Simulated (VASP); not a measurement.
# ZnO (zincite) (P6_3mc) in VASP: a series of runs, part 2 of 2

VASP 6.6.1.

## (3) Relaxation of cell and atoms, PBE+D3(BJ)

This run uses another cell than the first one, of 12.13 Å³/atom, 1.019 times its volume.

Input file INCAR:

```
PREC     = Accurate       # precision mode
ENCUT    = 600            # plane-wave cutoff, eV
EDIFF    = 1E-7           # SCF threshold, eV
ISMEAR   = 0              # smearing method
SIGMA    = 0.03           # smearing width, eV
LREAL    = F              # projectors in reciprocal space
LASPH    = T              # aspherical terms in the spheres
NELM     = 80             # most SCF steps
ALGO     = Normal         # electronic algorithm
ISIF     = 3              # what is computed and relaxed
LWAVE    = F              # write WAVECAR
LCHARG   = F              # write CHGCAR
GGA      = PE             # functional
IVDW     = 12             # dispersion correction
IBRION   = 2              # ionic algorithm
NSW      = 90             # ionic steps
EDIFFG   = -0.005         # ionic threshold
```

Input file KPOINTS:

```
regular mesh
0
Gamma
  9 9 5
```

Input file POSCAR:

```
ZnO                                     
1.0
    3.2615842106      0.0000000000      0.0000000000
   -1.6307921053      2.8246147830      0.0000000000
    0.0000000000      0.0000000000      5.2647272390
  Zn              O             
     2     2
Direct
     0.3333333332999970    0.6666666667000030    0.4998961969673507
     0.6666666667000030    0.3333333332999970    0.9998961969673505
     0.6666666667000030    0.3333333332999970    0.3791138030326503
     0.3333333332999970    0.6666666667000030    0.8791138030326504
```

Potentials or basis: VASP PAW PBE potentials, release 64 (Zn, O).

Launch:

```bash
> cat potpaw_PBE.64/Zn/POTCAR potpaw_PBE.64/O/POTCAR > POTCAR
> mpirun -np 1 vasp_std > vasp.out
```

Run time: 1.9 min. Hardware: 1 thread of Intel Xeon Platinum 8559C (Emerald Rapids), shared host; peak memory 0.2 GiB.

It converged, with:

```yaml
Free_energy: -18.7338 eV
Relaxed_volume: 12.13 Å³/atom
Relaxed_cell: a = 3.262 Å, b = 3.262 Å, c = 5.265 Å, α = 90.00°, β = 90.00°, γ = 120.00°
Space_group_after_relaxing_to_0.05_Å: P6_3mc (No. 186)
Energy_gained_by_relaxing: 0.0 meV/atom
Ionic_steps: 3
Pressure_after_relaxing: 0.0 GPa
Largest_force_after_relaxing: 0.004 eV/Å
Band_gap_on_the_k_mesh: 0.75 eV, direct
Dispersion_energy_per_atom: -0.220 eV
```

Forces on the atoms (eV/Å):
```
Zn   0.000  0.000  0.004
Zn   0.000  0.000  0.004
O    0.000  0.000 -0.004
O    0.000  0.000 -0.004
```

Final structure:
```
CELL_PARAMETERS angstrom
3.26203 0.00000 0.00000
-1.63102 2.82500 0.00000
0.00000 0.00000 5.26465
ATOMIC_POSITIONS crystal
Zn 0.33333 0.66667 0.49994
Zn 0.66667 0.33333 0.99994
O 0.66667 0.33333 0.37907
O 0.33333 0.66667 0.87907
```

Levels at points of the mesh, in eV from the valence-band top:
```csv
k point,band 16,band 17,band 18,band 19,band 20,band 21
"(0.00, 0.00, 0.00)",-0.08,0.00,0.00,0.75,5.15,8.13
```

As with any semilocal functional, this PBE gap is likely too small.

## (4) Relaxation of shape and atoms at fixed volume, PBE+D3(BJ) (a relaxed cell with its volume scaled by 0.94)

Changes to INCAR since step 3:

```diff
@@ -8,4 +8,4 @@
 NELM     = 80             # most SCF steps
-ALGO     = Normal         # electronic algorithm
-ISIF     = 3              # what is computed and relaxed
+ALGO     = Fast           # electronic algorithm
+ISIF     = 4              # what is computed and relaxed
 LWAVE    = F              # write WAVECAR
@@ -15,3 +15,3 @@
 IBRION   = 2              # ionic algorithm
-NSW      = 90             # ionic steps
-EDIFFG   = -0.005         # ionic threshold
+NSW      = 40             # ionic steps
+EDIFFG   = -0.01          # ionic threshold
```

KPOINTS is that of step 3.

Input file POSCAR:

```
ZnO                                     
1.0
    3.1954406728      0.0000000000      0.0000000000
   -1.5977203364      2.7673327989     -0.0000000000
    0.0000000000      0.0000000000      5.1571809117
  Zn              O             
     2     2
Direct
     0.3333333332999970    0.6666666667000030    0.4999425256542325
     0.6666666667000030    0.3333333332999970    0.9999425256542326
     0.6666666667000030    0.3333333332999970    0.3790674743457684
     0.3333333332999970    0.6666666667000030    0.8790674743457684
```

Launch:

```bash
> cat potpaw_PBE.64/Zn/POTCAR potpaw_PBE.64/O/POTCAR > POTCAR
> mpirun -np 1 vasp_std > vasp.out
```

Run time: 48 s. Hardware: 1 thread of Intel Xeon Platinum 8559C (Emerald Rapids), shared host; peak memory 0.19 GiB.

It converged, with:

| Property | Result |
| --- | --- |
| Free energy | -18.6452 eV |
| Pressure after relaxing | 9.6 GPa |
| Largest force after relaxing | 0.007 eV/Å |
| Band gap on the k mesh | 0.84 eV, direct |
| Dispersion energy per atom | -0.234 eV |

Forces on the atoms (eV/Å):
```
Zn   0.000  0.000  0.007
Zn   0.000  0.000  0.007
O    0.000  0.000 -0.007
O    0.000  0.000 -0.007
```

Final structure:
```cif
data_structure
_symmetry_space_group_name_H-M 'P 1'
_symmetry_Int_Tables_number 1
_cell_length_a 3.1954
_cell_length_b 3.1954
_cell_length_c 5.1572
_cell_angle_alpha 90.000
_cell_angle_beta 90.000
_cell_angle_gamma 120.000
_cell_volume 45.60
loop_
_atom_site_label
_atom_site_type_symbol
_atom_site_fract_x
_atom_site_fract_y
_atom_site_fract_z
_atom_site_occupancy
Zn1 Zn 0.33333 0.66667 0.49994 1
Zn2 Zn 0.66667 0.33333 0.99994 1
O1 O 0.66667 0.33333 0.37907 1
O2 O 0.33333 0.66667 0.87907 1
```

Levels at points of the mesh, in eV from the valence-band top:
```
           k point  band 15  band 16  band 17  band 18  band 19  band 20  band 21  band 22
(0.00, 0.00, 0.00)    -0.84    -0.10     0.00     0.00     0.84     5.38     8.33    13.13
```

Caveat: the relaxation stopped at its first step, so nothing moved.

## (5) Relaxation of shape and atoms at fixed volume, PBE+D3(BJ) (a relaxed cell with its volume scaled by 0.96)

INCAR is that of step 4.

KPOINTS is that of step 4.

Changes to POSCAR since step 4:

```diff
@@ -2,5 +2,5 @@
 1.0
-    3.1954406728      0.0000000000      0.0000000000
-   -1.5977203364      2.7673327989     -0.0000000000
-    0.0000000000      0.0000000000      5.1571809117
+    3.2179445175      0.0000000000      0.0000000000
+   -1.6089722588      2.7868217002     -0.0000000000
+    0.0000000000      0.0000000000      5.1935002837
   Zn              O
```

Launch:

```bash
> cat potpaw_PBE.64/Zn/POTCAR potpaw_PBE.64/O/POTCAR > POTCAR
> mpirun -np 1 vasp_std > vasp.out
```

It took 60 s on 1 thread of Intel Xeon Platinum 8559C (Emerald Rapids), shared host; peak memory 0.2 GiB.

The run converged. Its results:

* Free energy: -18.6946 eV
* Pressure after relaxing: 6.0 GPa
* Largest force after relaxing: 0.006 eV/Å
* Band gap on the k mesh: 0.81 eV, direct
* Dispersion energy per atom: -0.229 eV

Forces on the atoms (eV/Å):
```
Zn   0.000  0.000  0.006
Zn   0.000  0.000  0.006
O    0.000  0.000 -0.006
O    0.000  0.000 -0.006
```

Final structure:
```
CELL_PARAMETERS angstrom
3.21794 0.00000 0.00000
-1.60897 2.78682 0.00000
0.00000 0.00000 5.19350
ATOMIC_POSITIONS crystal
Zn 0.33333 0.66667 0.49994
Zn 0.66667 0.33333 0.99994
O 0.66667 0.33333 0.37907
O 0.33333 0.66667 0.87907
```

Levels at points of the mesh, in eV from the valence-band top:
```
           k point  band 15  band 16  band 17  band 18  band 19  band 20  band 21  band 22
(0.00, 0.00, 0.00)    -0.82    -0.10     0.00     0.00     0.81     5.31     8.26    13.02
```

Caveat: the relaxation stopped at its first step, so nothing moved.

## (6) Relaxation of shape and atoms at fixed volume, PBE+D3(BJ) (a relaxed cell with its volume scaled by 0.98)

INCAR is that of step 5.

KPOINTS is that of step 5.

Changes to POSCAR since step 5:

```diff
@@ -2,5 +2,5 @@
 1.0
-    3.2179445175      0.0000000000      0.0000000000
-   -1.6089722588      2.7868217002     -0.0000000000
-    0.0000000000      0.0000000000      5.1935002837
+    3.2401379397      0.0000000000      0.0000000000
+   -1.6200689698      2.8060417676     -0.0000000000
+    0.0000000000      0.0000000000      5.2293186589
   Zn              O
```

Potentials or basis: VASP PAW PBE potentials, release 64 (Zn, O).

Launch:

```bash
> cat potpaw_PBE.64/Zn/POTCAR potpaw_PBE.64/O/POTCAR > POTCAR
> mpirun -np 1 vasp_std > vasp.out
```

It took 73 s on 1 thread of Intel Xeon Platinum 8559C (Emerald Rapids), shared host; peak memory 0.2 GiB.

The run converged. Its results:

| Property | Result |
| --- | --- |
| Free energy | -18.7234 eV |
| Pressure after relaxing | 2.8 GPa |
| Largest force after relaxing | 0.005 eV/Å |
| Band gap on the k mesh | 0.78 eV, direct |
| Dispersion energy per atom | -0.224 eV |

Forces in eV/Å, atoms in the order of the input:
```
Zn   0.000  0.000  0.005
Zn   0.000  0.000  0.005
O    0.000  0.000 -0.005
O    0.000  0.000 -0.005
```

Final structure:
```cif
data_structure
_symmetry_space_group_name_H-M 'P 1'
_symmetry_Int_Tables_number 1
_cell_length_a 3.2401
_cell_length_b 3.2401
_cell_length_c 5.2293
_cell_angle_alpha 90.000
_cell_angle_beta 90.000
_cell_angle_gamma 120.000
_cell_volume 47.54
loop_
_atom_site_label
_atom_site_type_symbol
_atom_site_fract_x
_atom_site_fract_y
_atom_site_fract_z
_atom_site_occupancy
Zn1 Zn 0.33333 0.66667 0.49994 1
Zn2 Zn 0.66667 0.33333 0.99994 1
O1 O 0.66667 0.33333 0.37907 1
O2 O 0.33333 0.66667 0.87907 1
```

Levels at points of the mesh, in eV from the valence-band top:
| k point | band 15 | band 16 | band 17 | band 18 | band 19 | band 20 | band 21 | band 22 |
| --- | --- | --- | --- | --- | --- | --- | --- | --- |
| (0.00, 0.00, 0.00) | -0.79 | -0.09 | 0.00 | 0.00 | 0.78 | 5.23 | 8.19 | 12.92 |

Caveat: the relaxation stopped at its first step, so nothing moved.

## (7) Overview

| task | cell | gap on the mesh (eV) | pressure (GPa) | largest force (eV/Å) |
| --- | --- | --- | --- | --- |
| relaxation of cell and atoms | relaxed | 0.75 | 0.0 | - |
| relaxation of shape and atoms at fixed volume | atoms relaxed at fixed volume from: a relaxed cell with its volume scaled by 0.94 | 0.84 | 9.6 | 0.01 |
| relaxation of shape and atoms at fixed volume | atoms relaxed at fixed volume from: a relaxed cell with its volume scaled by 0.96 | 0.81 | 6.0 | 0.01 |
| relaxation of shape and atoms at fixed volume | atoms relaxed at fixed volume from: a relaxed cell with its volume scaled by 0.98 | 0.78 | 2.8 | - |

Alike in all rows: level PBE+D3(BJ); potentials or basis VASP PAW PBE potentials, release 64 (Zn, O); no spin polarisation; k mesh 9 × 9 × 5; cutoff (eV) 600; smearing gaussian 0.03 eV.

Caveats: the relaxation stopped at its first step, so nothing moved (some runs).

Total energies depend on the potentials used, so only differences within one code and one set of settings carry meaning.
